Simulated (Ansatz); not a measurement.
**MnO2 under changes of volume**

One of the cells (10.800 Å³/atom); the others are scaled copies at fixed shape and fractional positions:

```xyz
3
Lattice="1.4284 0.8247 4.5839 -1.4284 0.8247 4.5839 0.0000 -1.6494 4.5839" Properties=species:S:1:pos:R:3 pbc="T T T"
Mn    0.0000    0.0000    0.0000
O     0.0000    0.0000   10.1163
O     0.0000    0.0000    3.6355
```

Measurements of this composition are mostly on another form, of space group No. 136.

```yaml
Program: Ansatz 0.2.0
Functional: PBE
Potentials_or_basis: Ansatz PAW
Cutoff: "420 eV (not typed: the program's choice for these potentials)"
k_mesh: 11 × 11 × 11
Occupations: fermi-dirac, width 0.05 eV
Spin: collinear spin, ferromagnetic start
Starting_moments: "[4.0, 0.0, 0.0] μB"
```

| volume (Å³/atom) | energy over the lowest point (meV/atom) | pressure (GPa) | gap on the mesh (eV) | largest force (eV/Å) |
| --- | --- | --- | --- | --- |
| 10.152 | 52.40 | 19.8 | 0.65 | 1.198 |
| 10.368 | 29.44 | 14.3 | 0.73 | 0.843 |
| 10.584 | 13.53 | 9.4 | 0.81 | 0.516 |
| 10.800 | 3.94 | 4.9 | 0.88 | 0.215 |
| 11.016 | 0.00 | 1.0 | 0.95 | 0.062 |
| 11.232 | 1.12 | -2.6 | 1.01 | 0.317 |
| 11.448 | ? | ? | ? | ? |

What does the run at 11.448 Å³/atom give?

Energy over the lowest point 6.76 meV/atom; pressure -5.8 GPa; gap on the mesh 1.07 eV; largest force 0.552 eV/Å.

Worked out: A Birch-Murnaghan fit of order 3 (a polynomial in V^(-2/3)) to the other rows has its minimum at 11.07 Å³/atom with B0 = V·E''(V) = 187 GPa and B' = 4.6 at fixed shape and positions, which overstates the stiffness. It gives 6.78 meV/atom at 11.448 Å³/atom, against the run's 6.76, and -dE/dV = -5.8 GPa, against -5.8. A straight line through the other rows of the gap, of slope 3.58 eV per unit of ln V, extrapolates to 1.08 eV, against the run's 1.07.

Energies are extrapolated to zero smearing.

Caveats: odd divisions of the mesh miss points on the zone boundary, where band edges often lie, so the gap on the mesh can be too wide; a cell with one magnetic atom can't hold antiferromagnetic order, which such compounds often take; forces of over 1 eV/Å show positions far from the minimum, so gaps and moduli don't describe the material at rest (some runs).

A mesh can miss the band edges.
